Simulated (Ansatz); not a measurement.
Crystal: KCl.

```
K Cl
1.0
     3.83920    0.00000    0.00000
     0.00000    3.83920    0.00000
     0.00000    0.00000    3.83920
K Cl
1 1
Cartesian
  0.0000 0.0000 0.0000
  1.9196 1.9196 1.9196
```

Measurements of this composition are mostly on another form, of space group No. 225.

Base run:

```yaml
Program: Ansatz 0.2.0
Functional: PBE
Potentials_or_basis: all-electron LAPW, scalar-relativistic
Cutoff: 125 eV (chosen from the basis error)
Basis_error_allowed: 0.001 eV/atom
k_mesh: 7 × 7 × 7
Occupations: fermi-dirac, width 0.05 eV
Spin: no spin polarisation
```

Its results: band gap on the k mesh 4.82 eV, indirect (least direct gap 5.00 eV); pressure -0.1 GPa.

Task: The run is repeated on the same cell with these changes: functional from PBE to PBEsol. What comes out?

Result: Band gap on the k mesh 4.64 eV, indirect (least direct gap 4.83 eV); pressure -1.4 GPa.

PBEsol binds more tightly than PBE, so the same cell stands under less pressure.

Caveats: an odd mesh through Γ misses points on the zone boundary, where band edges often lie (some runs).
